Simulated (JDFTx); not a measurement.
Te under changes of volume

One of the cells (33.925 Å³/atom); the others are scaled copies at fixed shape and fractional positions:

```
Te
1.0
     4.45400    0.00000    0.00000
    -2.22700    3.85728    0.00000
     0.00000    0.00000    5.92400
Te
3
Direct
  0.73100 0.73100 0.00000
  0.00000 0.26900 0.66667
  0.26900 0.00000 0.33333
```

| Item | Value |
| --- | --- |
| Program | JDFTx 1.7.0 (patched build) |
| Functional | PBEsol |
| Potentials or basis | PseudoDojo-SR-PBEsol-0.4.1-standard with smoothed tails |
| Cutoff | 1088 eV |
| Density cutoff | 8708 eV |
| k mesh | 7 × 7 × 5 |
| Occupations | fermi-dirac, width 0.05 eV |
| Spin | no spin polarisation |

```tsv
volume (Å³/atom)	energy over the lowest point (meV/atom)	pressure (GPa)	gap on the mesh (eV)	largest force (eV/Å)
31.890	11.66	2.6	0.56	0.509
32.568	?	?	?	?
33.247	0.00	0.2	0.58	0.264
33.925	1.28	-0.8	0.58	0.153
34.604	6.61	-1.7	0.59	0.050
35.282	15.56	-2.5	0.59	0.045
35.961	27.73	-3.2	0.59	0.135
```

Task: What does the run at 32.568 Å³/atom give?

Result: Energy over the lowest point 3.28 meV/atom; pressure 1.3 GPa; gap on the mesh 0.57 eV; largest force 0.381 eV/Å.

Worked out: A Birch-Murnaghan fit of order 3 (a polynomial in V^(-2/3)) to the other rows has its minimum at 33.38 Å³/atom with B0 = V·E''(V) = 52 GPa and B' = 4.7 at fixed shape and positions, which overstates the stiffness. It gives 3.28 meV/atom at 32.568 Å³/atom, against the run's 3.28, and -dE/dV = 1.4 GPa, against 1.3. A straight line through the other rows of the gap, of slope 0.251 eV per unit of ln V, gives 0.57 eV, against the run's 0.57.

Energies are extrapolated to zero smearing.

Caveats: spin-orbit coupling is left out, which moves the levels of the heavy elements; an odd mesh through Γ misses points on the zone boundary, where band edges often lie.
